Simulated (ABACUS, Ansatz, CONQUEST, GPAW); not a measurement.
# PbS: equilibrium volume by level of theory

**What was measured.** The equilibrium volume of PbS (Galena) (Fm-3m) is reported as 26.15 Å³/atom (pmc:7248792, doi:10.3390/molecules25092097). The runs below try to reproduce it.

The structure is cubic, space group Fm-3m (No. 225). Conventional cell: a = 5.931 Å, b = 5.931 Å, c = 5.931 Å, α = 90.00°, β = 90.00°, γ = 90.00°. Pb (site symmetry m-3m) has 6 S at 2.97 Å as nearest neighbours. S (site symmetry m-3m) is surrounded by 6 Pb at 2.97 Å.

```csv
rung,level,program and potentials,cutoff (eV),k mesh,smearing,task,core time,chip,equilibrium volume (Å³/atom),miss,notes
GGA + dispersion,PBE+D3(BJ),"Ansatz, Ansatz PAW",420,8 × 8 × 8,fermi-dirac 0.05,relaxation of cell and atoms,3.8 s,Arm Neoverse V1,26.13,-0.1 %,-
GGA + dispersion,PBEsol+D3(BJ),"Ansatz, Ansatz PAW",420,8 × 8 × 8,fermi-dirac 0.05,relaxation of cell and atoms,6.2 s,Arm Neoverse V1,24.78,-5.2 %,"potentials made for PBE, which Ansatz adapts in part"
GGA,RPBE,"Ansatz, Ansatz PAW",420,8 × 8 × 8,fermi-dirac 0.05,relaxation of cell and atoms,6.6 s,Arm Neoverse V1,28.12,+7.5 %,"potentials made for PBE, which Ansatz adapts in part"
GGA + dispersion,PBEsol+D3(BJ)+ATM,"Ansatz, Ansatz PAW",420,8 × 8 × 8,fermi-dirac 0.05,relaxation of cell and atoms,6.7 s,Intel Xeon,24.87,-4.9 %,"potentials made for PBE, which Ansatz adapts in part"
meta-GGA,r2SCAN,"Ansatz, Ansatz PAW",500,8 × 8 × 8,fermi-dirac 0.05,equation of state,24 s,Arm Neoverse V2,26.66,+2.0 %,"potentials made for PBE, which Ansatz adapts in part"
GGA,RPBE,"Ansatz, all-electron LAPW, scalar-relativistic",-,8 × 8 × 8,fermi-dirac 0.05,relaxation of cell and atoms,25 s,Arm Neoverse V1,28.13,+7.6 %,-
GGA,PW91,"GPAW, PAW data sets generated for this functional",600,6 × 6 × 6,fermi-dirac 0.05,equation of state,68 s,Arm Neoverse V2,26.93,+3.0 %,-
GGA,PBE,"CONQUEST, PseudoDojo NC PBE, SZP, grid of 40 × 40 × 60 points",-,6 × 6 × 5,fermi-dirac 0.05,equation of state,3.1 min,Intel Xeon Platinum 8375C Ice Lake,27.48,+5.1 %,atomic basis; cell of 4 atoms
GGA,PBE,"ABACUS, PseudoDojo NC SR 0.4.1 PBE standard, plane waves",857,8 × 8 × 8,fermi-dirac 0.05,equation of state,3.2 min,Intel Xeon Platinum 8559C Emerald Rapids,27.12,+3.7 %,-
```

Times are single runs on shared hosts and different chips, so they are rough; meshes, cutoffs and the tasks' sizes weigh on the time. All rows: no spin polarisation. Smearing widths are in eV. Meshes differ between rows, which moves values too. Meshes are those of the run's cell of 2 atoms unless a note names another. Relaxations start from the cell shown or near it and stop with a little pressure left. Misses use the values as printed. Runs on faulty files, with rough fits or with known faults for this quantity aren't shown. No row holds spin-orbit coupling.

By rung: GGA + dispersion 24.78 to 26.13; GGA 26.93 to 28.13; meta-GGA 26.66; GGA in atomic bases 27.48 (Å³/atom). Measured: 26.15 Å³/atom (pmc:7248792, doi:10.3390/molecules25092097). Closest, coarse meshes and atomic bases left aside, is PBE+D3(BJ) (-0.1 %), and PBE misses by +3.7 % on plain settings. The runs are for a static lattice, while measurements hold temperature and zero-point motion.
